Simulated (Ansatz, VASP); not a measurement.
Two plane-wave programs on Be

INCAR

```
SYSTEM = Be
  PREC = Accurate
  ENCUT = 520
  EDIFF = 1E-7
  ISMEAR = 0
  SIGMA = 0.1
  LREAL = .False.
  LASPH = .True.
  NELM = 60
  ALGO = Normal
  ISIF = 2
  LWAVE = .False.
  LCHARG = .True.
  GGA = PE
  LELF = .True.
  LVHAR = .True.
  NBANDS = 7
```

KPOINTS

```
regular mesh
0
Gamma
  24 24 24
  0 0 0
```

Contents of POSCAR:

```
Be
1.0
   -1.2267051616      1.2267051616      1.2267051616
    1.2267051616     -1.2267051616      1.2267051616
    1.2267051616      1.2267051616     -1.2267051616
Be
1
Direct
    0.0000000000      0.0000000000      0.0000000000
```

Input for Ansatz:

```yaml
crystal:
  lattice:
    - [-1.2267051616, 1.2267051616, 1.2267051616]
    - [1.2267051616, -1.2267051616, 1.2267051616]
    - [1.2267051616, 1.2267051616, -1.2267051616]
  atoms:
    - { symbol: Be, position: [0.0, 0.0, 0.0] }
basis:
  ecutwfc: 420
kpoints:
  mp_grid: { grid: [24, 24, 24] }
hamiltonian:
  xc: pbe
scf:
  occupations: { method: gaussian, width: 0.1 }
output:
  forces: true
  stress: true
  eigenvalues: true
```

Alike in both runs: task single point; functional PBE; k mesh 24 × 24 × 24; occupations gaussian, width 0.1 eV; no spin polarisation.

|  | VASP | Ansatz |
| --- | --- | --- |
| version | VASP 6.6.1 | Ansatz 0.2.0 |
| potentials or method | VASP PAW PBE potentials, release 64 (Be) | scalar-relativistic, plane waves, PAW |
| plane-wave cutoff (eV) | 520 | 420 |
| valence electrons in the cell | 2 | 2 |

```csv
,VASP,Ansatz,Ansatz less VASP
gap on the k mesh at the Fermi level (eV),none,none,-
pressure (GPa),8.0,7.8,-0.19
```

A gap of «none» marks a metal or a gap that the smearing closes.
